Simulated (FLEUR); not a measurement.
# CdSe (F-43m) in FLEUR: a series of runs, part 2 of 2

FLEUR MaX-R8.1 (later development tree). Earlier steps stand in the parts before.

## Step 10: Band structure, r2SCAN

Changes to inp.xml since step 8:

```diff
@@ -6,6 +6,9 @@
    <calculationSetup>
-      <cutoffs Kmax="4.73" Gmax="14.7" GmaxXC="14.7" numbands="0"/>
-      <scfLoop itmax="60" minDistance="0.00001" maxIterBroyd="15" imix="Anderson" alpha="0.05" precondParam="0.0" spinf="2.0" sdNocoIR="T"/>
-      <coreElectrons ctail="T" frcor="F" kcrel="0" coretail_lmax="0"/>
-      <xcFunctional name="PBEs" relativisticCorrections="F"/>
+      <cutoffs Kmax="4.58" Gmax="14.2" GmaxXC="14.2" numbands="0"/>
+      <scfLoop itmax="80" minDistance="0.0001" maxIterBroyd="30" imix="Anderson" alpha="0.05" precondParam="0.0" spinf="2.0" sdNocoIR="T"/>
+      <coreElectrons ctail="F" frcor="F" kcrel="0" coretail_lmax="0"/>
+      <xcFunctional name="LibXC" relativisticCorrections="F">
+         <LibXCName exchange="mgga_x_r2scan" correlation="mgga_c_r2scan"/>
+         <AuxGGA exchange="117" correlation="130"/>
+      </xcFunctional>
       <magnetism jspins="1"/>
@@ -24,3 +27,3 @@
       <xi:include xmlns:xi="http://www.w3.org/2001/XInclude" href="sym.xml"> </xi:include>
-      <bulkLattice scale="1.0196128224">
+      <bulkLattice scale="1.0">
          <bravaisMatrix>
@@ -34,3 +37,3 @@
       <species name="Cadmium (Cd)" element="Cd" atomicNumber="48">
-         <mtSphere radius="2.44" gridPoints="833" logIncrement="0.015"/>
+         <mtSphere radius="2.52" gridPoints="833" logIncrement="0.015"/>
          <atomicCutoffs lmax="10" lnonsphr="10"/>
@@ -48,3 +51,3 @@
       <species name="Selenium (Se)" element="Se" atomicNumber="34">
-         <mtSphere radius="2.07" gridPoints="707" logIncrement="0.018"/>
+         <mtSphere radius="2.14" gridPoints="707" logIncrement="0.018"/>
          <atomicCutoffs lmax="9" lnonsphr="9"/>
```

crystal.txt

```
CdSe
&input cartesian=F /
0.0000000000  3.0702711986  3.0702711986
3.0702711986  0.0000000000  3.0702711986
3.0702711986  3.0702711986  0.0000000000
1.8897261246
1.0 1.0 1.0

2
48 0.0000000000  0.0000000000  0.0000000000
34 0.2500000000  0.2500000000  0.2500000000

&kpt div1=8 div2=8 div3=8 gamma=T /
```

inp.xml (bands)

```
<?xml version="1.0" encoding="UTF-8" standalone="no"?>
<fleurInput fleurInputVersion="0.39">
   <comment>
      CdSe                                                                                                
   </comment>
   <calculationSetup>
      <cutoffs Kmax="4.58" Gmax="14.2" GmaxXC="14.2" numbands="0"/>
      <scfLoop itmax="80" minDistance="0.0001" maxIterBroyd="30" imix="Anderson" alpha="0.05" precondParam="0.0" spinf="2.0" sdNocoIR="T"/>
      <coreElectrons ctail="F" frcor="F" kcrel="0" coretail_lmax="0"/>
      <xcFunctional name="LibXC" relativisticCorrections="F">
         <LibXCName exchange="mgga_x_r2scan" correlation="mgga_c_r2scan"/>
         <AuxGGA exchange="117" correlation="130"/>
      </xcFunctional>
      <magnetism jspins="1"/>
      <soc l_soc="F" theta="0.0" phi="0.0" spav="F"/>
      <expertModes spex="0" secvar="F"/>
      <geometryOptimization l_f="F" forcealpha="1.0" forcemix="BFGS" epsdisp="0.00001" epsforce="0.00001"/>
      <ldaU l_linMix="F" mixParam="0.05" spinf="1.0"/>
   </calculationSetup>
   <cell>
      <bzIntegration valenceElectrons="36.0" mode="hist" fermiSmearingEnergy="0.00183747">
         <kPointListSelection listName="path-1"/>
         <!-- k-points included here -->
         <xi:include xmlns:xi="http://www.w3.org/2001/XInclude" href="kpts.xml"> </xi:include>
      </bzIntegration>
      <!-- symmetry operations included here -->
[... 32 lines left out ...]
         </electronConfig>
         <energyParameters s="4" p="4" d="4" f="4"/>
         <lo type="SCLO" l="2" n="3" eDeriv="0"/>
         <lo type="SCLO" l="0" n="4" eDeriv="2"/>
         <lo type="SCLO" l="1" n="4" eDeriv="2"/>
         <lo type="SCLO" l="3" n="4" eDeriv="2"/>
      </species>
   </atomSpecies>
   <atomGroups>
      <atomGroup species="Cadmium (Cd)">
         <relPos label="                   1">.0000000000 .0000000000 .0000000000</relPos>
         <force calculate="T" relaxXYZ="TTT"/>
      </atomGroup>
      <atomGroup species="Selenium (Se)">
         <relPos label="                   2">1.000/4.000 1.000/4.000 1.000/4.000</relPos>
         <force calculate="T" relaxXYZ="TTT"/>
      </atomGroup>
   </atomGroups>
   <output dos="F" band="T" slice="F">
      <checks vchk="F" cdinf="F"/>
      <bandDOS minEnergy="-.5*Htr" maxEnergy="0.5*Htr" sigma="0.015" storeEVData="T"/>
      <vacuumDOS vacdos="F" integ="F" star="F" nstars="0" locx1="0.0" locy1="0.0" locx2="0.0" locy2="0.0" nstm="0" tworkf="0.0"/>
      <unfoldingBand unfoldBand="F" supercellX="1" supercellY="1" supercellZ="1"/>
      <plotting iplot="0" polar="F">
         <plot TwoD="T" vec1="  1.0  0.0  0.0" vec2="  0.0  1.0  0.0" vec3="  0.0  0.0  1.0" zero="  0.0  0.0  0.0" file="plot"/>
      </plotting>
      <chargeDensitySlicing numkpt="0" minEigenval="0.0" maxEigenval="0.0" nnne="0" pallst="F"/>
      <specialOutput eonly="F"/>
      <moessbauerParams electricFieldGradient="T" isomerShift="T" coreHyperfine="T" valenceHyperfine="T"/>
      <magneticCircularDichroism mcd="F" energyLo="-10.0" energyUp="0.0"/>
   </output>
  <!-- We include the file relax.xml here to enable relaxations (see documentation) -->
  <xi:include xmlns:xi="http://www.w3.org/2001/XInclude" href="relax.xml"> <xi:fallback/> </xi:include>
</fleurInput>
```

The run is started by

```
$ inpgen -f crystal.txt -profile fastHighL
$ # inp.xml edited to the form shown
$ fleur_MPI
$ fleur_MPI   # second run, on inp.xml (bands)
```

It took 4.7 min on 1 thread of Arm Neoverse V1, shared host; peak memory 0.1 GiB.

Results (log left out):

| Property | Result |
| --- | --- |
| Free energy | -218415.9486 eV |
| Band gap on the k mesh | 1.02 eV, direct |
| Band gap along the path | 1.02 eV, direct |
| Valence electrons inside the program's atomic spheres | Cd 18.44; Se 13.74 (radii Cd 2.52, Se 2.14 bohr) |

Levels at the corners of the path, in eV from the valence-band top:
```tsv
point	band 15	band 16	band 17	band 18	band 19	band 20	band 21	band 22
Γ	-7.76	0.00	0.00	0.00	1.02	6.51	6.51	6.51
X	-7.41	-3.94	-1.77	-1.77	3.50	4.13	9.48	10.81
W	-7.29	-3.83	-2.16	-2.10	5.40	5.48	7.04	7.98
K	-7.33	-3.86	-2.43	-1.45	4.10	5.48	8.61	9.13
Γ	-7.76	0.00	0.00	0.00	1.02	6.51	6.51	6.51
L	-7.47	-4.24	-0.71	-0.71	2.83	6.96	6.96	7.65
U	-7.33	-3.86	-2.43	-1.45	4.10	5.48	8.61	9.13
W	-7.29	-3.83	-2.16	-2.10	5.40	5.48	7.04	7.98
L	-7.47	-4.24	-0.71	-0.71	2.83	6.96	6.96	7.65
K	-7.33	-3.86	-2.43	-1.45	4.10	5.48	8.61	9.13
U	-7.33	-3.86	-2.43	-1.45	4.10	5.48	8.61	9.13
X	-7.41	-3.94	-1.77	-1.77	3.50	4.13	9.48	10.81
```

Core levels (eV from the Fermi level):
| atom | levels |
| --- | --- |
| 1 Cd | 1s1/2 -26506.8, 2s1/2 -3930.2, 2p1/2 -3658.0, 2p3/2 -3465.5, 3s1/2 -728.8, 3p1/2 -619.8, 3p3/2 -585.4, 3d3/2 -392.7, 3d5/2 -385.7 |
| 2 Se | 1s1/2 -12494.8, 2s1/2 -1599.4, 2p1/2 -1433.7, 2p3/2 -1391.9, 3s1/2 -206.4, 3p1/2 -149.7, 3p3/2 -143.9 |

Caveat: the meta-GGA is that of a development version, with a GGA for the radial functions and cores and without core tails.
